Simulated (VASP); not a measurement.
Set up this calculation in VASP 6.6.1, as the native input.

```yaml
Task: relaxation of cell and atoms
Functional: PBEsol
Potentials_or_basis: VASP PAW PBE potentials, release 64 (Se)
Cutoff: 600 eV
k_mesh: 9 × 9 × 6
Occupations: gaussian, width 0.03 eV
Spin: no spin polarisation
Further_INCAR_settings: ALGO = Normal; EDIFF = 1e-07; IBRION = 2; EDIFFG = -0.005; NSW = 90; ISIF = 3
```

The structure of Se lies in POSCAR:

```
Se                                      
1.0
    4.0320529474     -0.0000000000     -0.0000000000
   -2.0160264737      3.4918602819      0.0000000000
    0.0000000000      0.0000000000      5.1314862028
  Se            
     3
Direct
     0.2494748711208578    0.0000000000000000    0.3333333332999970
     0.9999999999999999    0.2494748711208579    0.6666666667000030
     0.7505251288791420    0.7505251288791422    0.0000000000000000
```

These files were run (other wordings do the same):

INCAR

```
  PREC = Accurate
  ENCUT = 600
  EDIFF = 1E-7
  ISMEAR = 0
  SIGMA = 0.03
  LREAL = F
  LASPH = T
  NELM = 80
  ALGO = Normal
  ISIF = 3
  LWAVE = F
  LCHARG = F
  GGA = PS
  IBRION = 2
  NSW = 90
  EDIFFG = -0.005
```

KPOINTS

```
regular mesh
0
Gamma
  9 9 6
```

Potentials or basis: VASP PAW PBE potentials, release 64 (Se).

The run is started by

```bash
$ cat potpaw_PBE.64/Se/POTCAR > POTCAR
$ mpirun -np 1 vasp_std > vasp.out
```

Results of the run:

```yaml
Relaxed_volume: 24.10 Å³/atom
Relaxed_cell: a = 4.035 Å, b = 4.035 Å, c = 5.127 Å, α = 90.00°, β = 90.00°, γ = 120.00°
Space_group_after_relaxing_to_0.05_Å: P3_121 (No. 152)
Energy_gained_by_relaxing: 0.0 meV/atom
Ionic_steps: 5
Pressure_after_relaxing: 0.0 GPa
Largest_force_after_relaxing: 0.004 eV/Å
Band_gap_on_the_k_mesh: 0.43 eV, direct
```

Caveat: the PAW data sets were made with another functional, which shifts forces and pressure a little; an odd mesh through Γ misses points on the zone boundary, where band edges often lie.

Wall time 97 s on 1 thread of AMD EPYC 7R13 Processor (Zen 3), with other jobs on the host, peak memory 0.2 GiB.
